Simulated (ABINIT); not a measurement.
# TaN (P-6m2) in ABINIT: notebook

Aim: see how the results for TaN move with the level of theory and the settings. Levels: revPBE, PBEsol. Tasks: relaxation of cell and atoms, single point.

All numbers are computed with ABINIT 10.8.3 (patched build); they aren't measurements. Logs are shortened: lines on timing, memory, paths and dates and some standing lists are left out, and cuts for length are marked. The log counts tension as positive stress, the text compression.

### 1 The structure

It takes space group P-6m2 (No. 187, hexagonal). The conventional cell has a = 2.938 Å, b = 2.938 Å, c = 2.883 Å, α = 90.00°, β = 90.00°, γ = 120.00°. Around Ta (site symmetry -6m2) lie 6 N at 2.23 Å. N (site symmetry -6m2) has 6 Ta at 2.23 Å as nearest neighbours.

### 2 Relaxation of cell and atoms, revPBE

run.abi reads:

```
# Pseudopotentials
pp_dirpath "./"
pseudos "73_Ta_13_2.2_2.6_pbe_n_v1.0.psp8, 07_N_5_1.2_1.4_pbe_n_v1.0.psp8"

# Structure
acell 3*1.0 Angstrom
rprim
     2.9380011100     0.0000000000     0.0000000000
    -1.4690005500     2.5443836000     0.0000000000
     0.0000000000     0.0000000000     2.8830022100
ntypat 2
znucl 73 7
natom 2
typat 1 2
chkprim 0
chksymtnons 0
tolsym 1.0e-6
xred
            1/3            2/3            1/2
            0.0            0.0            0.0

# Plane-wave basis
ecut 35.0
ecutsm 0.5

# k points
kptopt 1
ngkpt 8 8 7
nshiftk 1
shiftk 0.0 0.0 0.0

# Exchange and correlation
ixc 14

# Bands and occupations
nband 13
occopt 3
tsmear 0.05 eV

# SCF cycle
nstep 80
tolvrs 1.0e-12

# Output
iomode 3
prteig 0
prtebands 0
prtwf 0
prtden 0

# Relaxation
ionmov 2
optcell 2
ntime 50
tolmxf 2.0e-5
dilatmx 1.08
```

Potentials or basis: SPMS NC PBE v1.0.

Run with:

```console
> abinit run.abi > log 2>&1
```

run.abo:

```text
.Version 10.8.3 of ABINIT
 Symmetries : space group P-6 m 2 (#187); Bravais hP (primitive hexag.)
================================================================================
 Values of the parameters that define the memory need of the present run
     intxc =       0    ionmov =       2      iscf =       7    lmnmax =       8
     lnmax =       8     mgfft =      32  mpssoang =       4    mqgrid =    3001
     natom =       2  nloc_mem =       1    nspden =       1   nspinor =       1
    nsppol =       1      nsym =      12    n1xccc =    2501    ntypat =       2
    occopt =       3   xclevel =       2
       mpw =        1826          nfft =       32768          nkpt =          40
================================================================================
================================================================================

--------------------------------------------------------------------------------
------------- Echo of variables that govern the present computation ------------
--------------------------------------------------------------------------------
 -outvars: echo values of preprocessed input variables --------
            acell      1.8897261259E+00  1.8897261259E+00  1.8897261259E+00 Bohr
              amu      1.80947900E+02  1.40067400E+01
          chkprim           0
      chksymtnons           0
          dilatmx      1.08000000E+00
             ecut      3.50000000E+01 Hartree
           ecutsm      5.00000000E-01 Hartree
           ionmov           2
              ixc          14
         kptrlatt        8    0    0      0    8    0      0    0    7
          kptrlen      3.81365922E+01
            natom           2
            nband          13
            ngfft          32      32      32
             nkpt          40
            nstep          80
             nsym          12
            ntime          50
           ntypat           2
           occopt           3
          optcell           2
           prtden           0
        prtebands           0
           prteig           0
            prtwf           0
            rprim      2.9380011100E+00  0.0000000000E+00  0.0000000000E+00
                      -1.4690005500E+00  2.5443836000E+00  0.0000000000E+00
                       0.0000000000E+00  0.0000000000E+00  2.8830022100E+00
          spgroup         187
           tolmxf      2.00000000E-05
           tolsym      1.00000000E-06
           tolvrs      1.00000000E-12
           tsmear      1.83746611E-03 Hartree
            typat      1  2
           xangst      3.3333330532E-09  1.6962557333E+00  1.4415011050E+00
                       0.0000000000E+00  0.0000000000E+00  0.0000000000E+00
            xcart      6.2990865570E-09  3.2054587755E+00  2.7240422986E+00
[... 59 lines left out ...]

---SELF-CONSISTENT-FIELD CONVERGENCE--------------------------------------------
[... 475 lines left out ...]
 Difference of energy with previous step (new-old):
           Absolute (Ha)=-3.55053E-09
           Relative     =-4.67288E-11

 At Broyd/MD step   5, gradients are converged :
  max grad (force/stress) = 6.6536E-06 < tolmxf= 2.0000E-05 ha/bohr (free atoms)

================================================================================

 ----iterations are completed or convergence reached----

 Mean square residual over all n,k,spin=   17.746E-10; max=  54.363E-08
 reduced coordinates (array xred) for    2 atoms
       0.333333333333      0.666666666667      0.500000000000
      -0.000000000000     -0.000000000000      0.000000000000
 rms dE/dt=  1.9497E-25; max dE/dt=  2.7573E-25; dE/dt below (all hartree)
    1       0.000000000000     -0.000000000000      0.000000000000
    2      -0.000000000000      0.000000000000      0.000000000000

 cartesian coordinates (angstrom) at end:
    1      0.00000000335688     1.70823681557057     1.45269939282552
    2      0.00000000000000    -0.00000000000000     0.00000000000000

 cartesian forces (hartree/bohr) at end:
    1     -0.00000000000000     0.00000000000000    -0.00000000000000
    2      0.00000000000000    -0.00000000000000    -0.00000000000000
 frms,max,avg= 2.8471536E-26 4.2707304E-26   0.000E+00  0.000E+00  0.000E+00 h/b

 cartesian forces (eV/Angstrom) at end:
    1     -0.00000000000000     0.00000000000000    -0.00000000000000
    2      0.00000000000000    -0.00000000000000    -0.00000000000000
 frms,max,avg= 1.4640652E-24 2.1960978E-24   0.000E+00  0.000E+00  0.000E+00 e/A
 length scales=  5.591232755665  5.591232754851  5.490407991426 bohr
              =  2.958752953145  2.958752952715  2.905398785651 angstroms
 Fermi (or HOMO) energy (hartree) =   0.41244   Average Vxc (hartree)=  -0.49817
 Eigenvalues (hartree) for nkpt=  40  k points:
 kpt#   1, nband= 13, wtk=  0.00223, kpt=  0.0000  0.0000  0.0000 (reduced coord)
  -2.11347   -0.87546   -0.86622   -0.86622   -0.23851    0.24397    0.24397    0.25793
   0.30012    0.48339    0.53575    0.53575    0.55244
      occupation numbers for kpt#   1
   2.00000    2.00000    2.00000    2.00000    2.00000    2.00000    2.00000    2.00000
   2.00000    0.00000    0.00000    0.00000    0.00000
 prteigrs : prtvol=0 or 1, do not print more k-points.

--- !EnergyTerms
iteration_state     : {dtset: 1, itime: 5, icycle: 1, }
comment             : Components of total free energy in Hartree
kinetic             :  2.43251456142215E+01
hartree             :  8.37476768958990E+00
xc                  : -1.78970707401634E+01
Ewald energy        : -6.10745819250393E+01
psp_core            :  5.56123273852473E+00
local_psp           : -2.82407931760802E+01
non_local_psp       : -7.03026958578512E+00
internal            : -7.59815693847319E+01
'-kT*entropy'       : -1.67070138027589E-05
total_energy        : -7.59815860917457E+01
total_energy_eV     : -2.06756428672475E+03
band_energy         : -7.96197327236314E+00
...

 Cartesian components of stress tensor (hartree/bohr^3)
  sigma(1 1)= -6.64659139E-08  sigma(3 2)=  0.00000000E+00
  sigma(2 2)= -6.65362911E-08  sigma(3 1)=  0.00000000E+00
  sigma(3 3)= -4.37580157E-08  sigma(2 1)= -7.35203013E-11

-Cartesian components of stress tensor (GPa)         [Pressure=  1.7335E-03 GPa]
- sigma(1 1)= -1.95549470E-03  sigma(3 2)=  0.00000000E+00
- sigma(2 2)= -1.95756527E-03  sigma(3 1)=  0.00000000E+00
- sigma(3 3)= -1.28740527E-03  sigma(2 1)= -2.16304194E-06

== END DATASET(S) ==============================================================
================================================================================

 -outvars: echo values of variables after computation  --------
            acell      5.5912327557E+00  5.5912327549E+00  5.4904079914E+00 Bohr
           etotal     -7.5981586092E+01
            fcart     -2.4657073216E-26  4.2707303585E-26 -0.0000000000E+00
                       2.4657073216E-26 -4.2707303585E-26 -0.0000000000E+00
            rprim      1.0000000000E+00  0.0000000000E+00  0.0000000000E+00
                      -4.9999999837E-01  8.6602540472E-01  0.0000000000E+00
                       0.0000000000E+00  0.0000000000E+00  1.0000000000E+00
           strten     -6.6465913884E-08 -6.6536291102E-08 -4.3758015704E-08
                       0.0000000000E+00  0.0000000000E+00 -7.3520301285E-11
           xangst      3.3568771479E-09  1.7082368156E+00  1.4526993928E+00
                       8.8822280926E-27 -4.2646771155E-26  0.0000000000E+00
             xred      3.3333333333E-01  6.6666666667E-01  5.0000000000E-01
                      -5.3197738560E-27 -1.6643582734E-26  0.0000000000E+00
 Calculation completed.
```

It took 94 s on 1 thread of Arm Neoverse V2, shared host; peak memory 0.07 GiB.

Results:

```
Free energy                            : -2067.5643 eV
Relaxed volume                         : 11.01 Å³/atom
Relaxed cell                           : a = 2.959 Å, b = 2.959 Å, c = 2.905 Å, α = 90.00°, β = 90.00°, γ = 120.00°
Space group after relaxing (to 0.05 Å) : P-6m2 (No. 187)
Energy gained by relaxing              : 5.5 meV/atom
Ionic steps                            : 5
Pressure after relaxing                : 0.0 GPa
Band gap on the k mesh                 : none (metal or under the smearing width)
```

Step by step:
| step | energy change (eV) | largest force (eV/Å) | pressure (GPa) | volume (Å³) |
| --- | --- | --- | --- | --- |
| 1 | 0.0000 | 0.0000 | 7.47 | 21.55 |
| 2 | -0.0109 | 0.0000 | -0.32 | 22.05 |
| 3 | -0.0109 | 0.0000 | -0.01 | 22.03 |
| 4 | -0.0109 | 0.0000 | 0.01 | 22.03 |
| 5 | -0.0109 | 0.0000 | 0.00 | 22.03 |

Final structure:
```cif
data_structure
_symmetry_space_group_name_H-M 'P 1'
_symmetry_Int_Tables_number 1
_cell_length_a 2.9588
_cell_length_b 2.9588
_cell_length_c 2.9054
_cell_angle_alpha 90.000
_cell_angle_beta 90.000
_cell_angle_gamma 120.000
_cell_volume 22.03
loop_
_atom_site_label
_atom_site_type_symbol
_atom_site_fract_x
_atom_site_fract_y
_atom_site_fract_z
_atom_site_occupancy
Ta1 Ta 0.33333 0.66667 0.50000 1
N1 N 0.00000 0.00000 0.00000 1
```

Caveat: the potentials were made for another functional, which shifts forces and pressure. Zero-point motion and thermal expansion aren't in these numbers.

### 3 Single point, revPBE (cell relaxed)

run.abi reads:

```
# Pseudopotentials
pp_dirpath "./"
pseudos "73_Ta_13_2.2_2.6_pbe_n_v1.0.psp8, 07_N_5_1.2_1.4_pbe_n_v1.0.psp8"

# Structure
acell 3*1.0 Angstrom
rprim
     2.9587529600     0.0000000000     0.0000000000
    -1.4793764700     2.5623552300     0.0000000000
     0.0000000000     0.0000000000     2.9053987900
ntypat 2
znucl 73 7
natom 2
typat 1 2
xred
     0.3333333300     0.6666666700     0.5000000000
     0.0000000000     0.0000000000     0.0000000000
chkprim 0
chksymtnons 0
tolsym 1.0e-6

# Plane-wave basis
ecut 952.398519 eV

# k points
kptopt 1
ngkpt 8 8 7
nshiftk 1
shiftk 0.0 0.0 0.0

# Exchange and correlation
ixc 14

# Bands and occupations
nband 13
occopt 3
tsmear 0.05 eV

# SCF cycle
nstep 100
tolvrs 1.0e-10

# Output
iomode 3
prtwf 0
prtden 0
prteig 0
prtebands 0
enunit 1
```

Potentials or basis: SPMS NC PBE v1.0.

Run with:

```console
> abinit run.abi > log 2>&1
```

run.abo:

```text
.Version 10.8.3 of ABINIT
 Symmetries : space group P-6 m 2 (#187); Bravais hP (primitive hexag.)
================================================================================
 Values of the parameters that define the memory need of the present run
     intxc =       0    ionmov =       0      iscf =       7    lmnmax =       8
     lnmax =       8     mgfft =      30  mpssoang =       4    mqgrid =    3001
     natom =       2  nloc_mem =       1    nspden =       1   nspinor =       1
    nsppol =       1      nsym =      12    n1xccc =    2501    ntypat =       2
    occopt =       3   xclevel =       2
       mpw =        1493          nfft =       27000          nkpt =          40
================================================================================
================================================================================

--------------------------------------------------------------------------------
------------- Echo of variables that govern the present computation ------------
[... 202 lines left out ...]
- sigma(2 2)=  6.85925562E-01  sigma(3 1)=  0.00000000E+00
- sigma(3 3)=  6.86714613E-01  sigma(2 1)= -4.29842685E-06

== END DATASET(S) ==============================================================
================================================================================

 -outvars: echo values of variables after computation  --------
            acell      1.8897261259E+00  1.8897261259E+00  1.8897261259E+00 Bohr
           etotal     -7.5981621291E+01
            fcart      7.3971219477E-26 -4.2707303714E-26 -0.0000000000E+00
                      -7.3971219477E-26  4.2707303714E-26 -0.0000000000E+00
            rprim      2.9587529600E+00  0.0000000000E+00  0.0000000000E+00
                      -1.4793764700E+00  2.5623552300E+00  0.0000000000E+00
                       0.0000000000E+00  0.0000000000E+00  2.9053987900E+00
           strten      2.3314227064E-05  2.3314135968E-05  2.3340955269E-05
                       0.0000000000E+00  0.0000000000E+00 -1.4610055904E-10
           xangst     -8.1270980911E-09  1.7082368285E+00  1.4526993950E+00
                      -1.4793764786E-08  8.5411840481E-09  0.0000000000E+00
             xred      3.3333333000E-01  6.6666667000E-01  5.0000000000E-01
                      -3.3333333501E-09  3.3333333131E-09  0.0000000000E+00
 Calculation completed.
```

Run time: 19 s. Hardware: 1 thread of Arm Neoverse V2, shared host; peak memory 0.07 GiB.

Results:

* Free energy: -2067.5652 eV
* Pressure: -0.7 GPa
* Band gap on the k mesh: none (metal or under the smearing width)
* Valence electrons inside the program's atomic spheres: Ta 9.26; N 5.26

Levels at points of the mesh, in eV from the Fermi level:
| k point | band 6 | band 7 | band 8 | band 9 | band 10 | band 11 | band 12 | band 13 |
| --- | --- | --- | --- | --- | --- | --- | --- | --- |
| (0.00, 0.00, 0.00) | -4.58 | -4.58 | -4.20 | -3.06 | 1.93 | 3.36 | 3.36 | 3.81 |
| (0.50, 0.00, 0.00) | -8.27 | -5.21 | -3.48 | -3.28 | 2.86 | 3.78 | 4.97 | 5.05 |

Caveat: the potentials were made for another functional, which shifts forces and pressure. The run has no spin-orbit coupling, so splittings on Ta are missing.

[end of part 1 of 2]
